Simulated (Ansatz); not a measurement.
Space group Pm-3m (No. 221). a = 3.186 Å, b = 3.186 Å, c = 3.186 Å, α = 90.00°, β = 90.00°, γ = 90.00°
```
atom site symmetry x y z
  Ti    1b m-3m  0.5000  0.5000  0.5000
  Al    1a m-3m  0.0000  0.0000  0.0000
```

Equation of state of this TiAl structure (not necessarily the ground state), with shape and atoms relaxed at each volume where symmetry leaves them free. It has no gap at any of these volumes. The calculation used Ansatz, DFT PBE, scalar-relativistic, plane waves, PAW.

Settings: cutoff 420 eV, Γ-centred mesh 14×14×14 on the computed 2-atom cell, Gaussian smearing of 0.10 eV; no spin polarisation.

| V (Å³/atom) | E − E(largest V) (meV/atom) | P (GPa) |
| --- | --- | --- |
| 14.234 | 51.39 | 18.35 |
| 14.719 | 4.73 | 12.68 |
| 15.204 | -26.00 | 7.80 |
| 15.689 | -43.03 | 3.61 |
| 16.175 | -48.27 | 0.00 |
| 16.660 | -43.36 | -3.11 |
| 17.145 | -29.70 | -5.78 |
| 17.792 | 0.00 | -8.76 |

Problem. Fit a third-order Birch–Murnaghan equation to E(V).

Solution. V0 = 16.17 Å³/atom, B0 = 112 GPa, B0' = 4.0.